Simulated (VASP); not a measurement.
A run of VASP 6.6.1:

The input INCAR:

```
PREC     = Accurate       # precision mode
ENCUT    = 300            # plane-wave cutoff, eV
EDIFF    = 1E-7           # SCF threshold, eV
ISMEAR   = 1              # smearing method
SIGMA    = 0.1            # smearing width, eV
LREAL    = False          # projectors in reciprocal space
LASPH    = True           # aspherical terms in the spheres
NELM     = 80             # most SCF steps
ALGO     = Normal         # electronic algorithm
ISIF     = 3              # what is computed and relaxed
LWAVE    = False          # write WAVECAR
LCHARG   = False          # write CHGCAR
GGA      = PE             # functional
IBRION   = 2              # ionic algorithm
NSW      = 90             # ionic steps
EDIFFG   = -0.005         # ionic threshold
```

KPOINTS

```
regular mesh
0
Gamma
  6 6 4
```

Contents of POSCAR:

```
Te2Pt                                   
1.0
    4.0831114450     -0.0000000000     -0.0000000000
   -2.0415557225      3.5360782379      0.0000000000
   -0.0000000000      0.0000000000      5.3915627498
  Te              Pt            
     2     1
Direct
     0.3333333332999970    0.6666666667000030    0.2530349493210604
     0.6666666667000030    0.3333333332999970    0.7469650506789397
     0.0000000000000000    0.0000000000000000    0.0000000000000000
```

Potentials or basis: VASP PAW PBE potentials, release 64 (Te, Pt).

Run with:

```sh
$ cat potpaw_PBE.64/Te/POTCAR potpaw_PBE.64/Pt/POTCAR > POTCAR
$ mpirun -np 1 vasp_std > vasp.out
```

Hardware: 1 thread of Intel(R) Xeon(R) 6975P-C (Granite Rapids), with other jobs on the host.

Task: Estimate the wall time of this run.

Result: Wall time 24 s on 1 thread of Intel(R) Xeon(R) 6975P-C (Granite Rapids), on a shared host, peak memory 0.14 GiB. Counts: scf iterations 51, k points 24, ion steps 8.
